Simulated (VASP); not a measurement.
Write the native input for VASP 6.6.1 that does the following.

```
Task                   : relaxation of cell and atoms
Functional             : LDA
Potentials or basis    : VASP PAW LDA potentials, release 64 (Hf_pv)
Cutoff                 : 350 eV
k mesh                 : 8 × 8 × 8
Occupations            : gaussian, width 0.1 eV
Spin                   : no spin polarisation
Target pressure        : 30 GPa
Further INCAR settings : ALGO = Fast; EDIFF = 1e-07; IBRION = 2; EDIFFG = -0.002; NSW = 80; ISIF = 3
Target pressure        : 30 GPa
```

The structure of Hf lies in POSCAR:

```
Hf                                      
1.0
   -1.5724393241      1.5724393241      1.5724393241
    1.5724393241     -1.5724393241      1.5724393241
    1.5724393241      1.5724393241     -1.5724393241
  Hf            
     1
Direct
     0.0000000000000000    0.0000000000000000    0.0000000000000000
```

This isn't the form of Hf at room conditions, which is hcp.

The input as run:

INCAR

```
SYSTEM = Hf
ALGO = Fast
EDIFF = 1E-7
EDIFFG = -0.002
ENCUT = 350
IBRION = 2
ISIF = 3
ISMEAR = 0
LASPH = .TRUE.
LCHARG = .FALSE.
LREAL = .FALSE.
LWAVE = .FALSE.
NELM = 80
NSW = 80
PREC = Accurate
PSTRESS = 300.0
SIGMA = 0.1
```

KPOINTS

```
k-points
0
G
  8 8 8
  0 0 0
```

Potentials or basis: VASP PAW LDA potentials, release 64 (Hf_pv).

Launch:

```sh
$ cat potpaw_LDA.64/Hf_pv/POTCAR > POTCAR
$ mpirun -np 1 vasp_std > vasp.out
```

Results of the run:

The relaxed volume is 16.97 Å³/atom. The relaxed cell is a = 2.804 Å, b = 2.804 Å, c = 2.804 Å, α = 109.47°, β = 109.47°, γ = 109.47°, the space group after relaxing (to 0.05 Å) is Im-3m (No. 229) and the energy change on relaxing (the enthalpy is what falls) is -350.3 meV/atom. The ionic steps are 18, the pressure after relaxing is 30.0 GPa and the band gap on the k mesh is none (metal or under the smearing width).

Caveat: the cell is relaxed towards a set pressure, so the enthalpy falls and the energy may rise.

Run time: 14 s on 1 thread of Intel(R) Xeon(R) Platinum 8488C (Sapphire Rapids) (shared host), peak memory 0.11 GiB.
